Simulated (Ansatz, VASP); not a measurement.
# One calculation of BAs, two programs

INCAR

```
PREC     = Accurate       # precision mode
ENCUT    = 520            # plane-wave cutoff, eV
EDIFF    = 1E-7           # SCF threshold, eV
ISMEAR   = -1             # smearing method
SIGMA    = 0.05           # smearing width, eV
LREAL    = False          # projectors in reciprocal space
LASPH    = True           # aspherical terms in the spheres
NELM     = 100            # most SCF steps
ALGO     = Normal         # electronic algorithm
ISIF     = 2              # what is computed and relaxed
LWAVE    = False          # write WAVECAR
LCHARG   = True           # write CHGCAR
GGA      = PE             # functional
LELF     = True           # ELF
LVHAR    = True         
NBANDS   = 11             # bands
```

Contents of KPOINTS:

```
Automatic mesh
0
Gamma
  9 9 9
```

POSCAR

```
BAs
1.0
    2.9343700000      0.0000000000      0.0000000000
    0.0000000000      2.9343700000      0.0000000000
    0.0000000000      0.0000000000      2.9343700000
B As
1 1
Direct
    0.5000000000      0.5000000000      0.5000000000
    0.0000000000      0.0000000000      0.0000000000
```

Contents of input.yaml:

```yaml
crystal:
  lattice:
    - [2.93437, 0.0, 0.0]
    - [0.0, 2.93437, 0.0]
    - [0.0, 0.0, 2.93437]
  atoms:
    - { symbol: B, position: [0.5, 0.5, 0.5] }
    - { symbol: As, position: [0.0, 0.0, 0.0] }
hamiltonian:
  xc: pbe
  pseudopotentials: { kind: paw }
kpoints:
  mp_grid: { grid: [9, 9, 9] }
scf:
  occupations: { method: fermi_dirac, width: 0.05 }
output:
  forces: true
  stress: true
  eigenvalues: true
```

The cell was built by a generator and needn't be a form met in nature.

Alike in both runs: task single point; functional PBE; k mesh 9 × 9 × 9; occupations fermi-dirac, width 0.05 eV; no spin polarisation.

|  | VASP | Ansatz |
| --- | --- | --- |
| version | VASP 6.6.1 | Ansatz 0.2.0 |
| potentials or method | VASP PAW PBE potentials, release 64 (B, As) | Ansatz PAW |
| plane-wave cutoff (eV) | 520 | 420 |
| valence electrons in the cell | 8 | 18 |

Ansatz gave:

* gap on the k mesh at the Fermi level (eV): none
* pressure (GPa): 0.3

Q: Which values does VASP return?

A: gap on the k mesh at the Fermi level (eV): none; pressure (GPa): 0.5.

A gap of «none» marks a metal or a gap that the smearing closes. The functional is the same, so the differences come from potentials, cutoffs and numerics. The two sets of potentials don't hold the same shells in valence.
